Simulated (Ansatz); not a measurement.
# WSi2 under pressure: fit and missing row

WSi2, I4/mmm, a = 3.229 Å, c = 7.867 Å. Ansatz: PBE, PAW, 420 eV, Γ-centred 18×18×18 mesh on 3 atoms, Gaussian smearing 0.10 eV; no spin polarisation. Cell and atoms are relaxed at each pressure, and no other structure is tried, so the rows at high pressure may lie past a change of phase.

```tsv
V (Å³/atom)	P (GPa)
?	90.02
11.626	50.01
12.449	25.00
13.013	11.97
13.433	3.99
13.610	1.00
13.670	0.03
13.736	-1.01
```

Take V0 = 13.670 Å³/atom, count pressures from its P0 = 0.03 GPa, fit the third-order Birch–Murnaghan form to the other rows, and predict the missing volume.

With the Eulerian strain f = ½[(V0/V)^(2/3) − 1] and y = (P − P0)/[3f(1 + 2f)^(5/2)], the form is the line y = B0 + 1.5 B0 (B0′ − 4) f. Rows (f, y): 0.05701, 223.1; 0.03218, 221.3; 0.01669, 219.7; 0.00586, 218.8; 0.00147, 218.3; -0.00160, 218.4. Means f = 0.01860, y = 219.93; Σ(Δf)² = 0.002527, ΣΔfΔy = 0.2140; the slope is their ratio. y = 218.4 + 84.69 f GPa, so B0 = 218.4 GPa and B0′ = 4 + 2 × (84.69)/(3 × 218.4) = 4.26. P = 90.02 GPa is met at f = 0.08840 (y = 225.89), so V = V0 (1 + 2f)^(−3/2) = 10.708 Å³/atom. The run gave 10.701 Å³/atom, so the fit is 0.007 Å³/atom too high, a small miss on the scale of the series. The form still works here, 78 % of the fitted range beyond its end.

The mesh isn't the same in all rows (18×18×18, 20×20×20). Spin–orbit coupling is left out, which can shift energies with elements as heavy as these.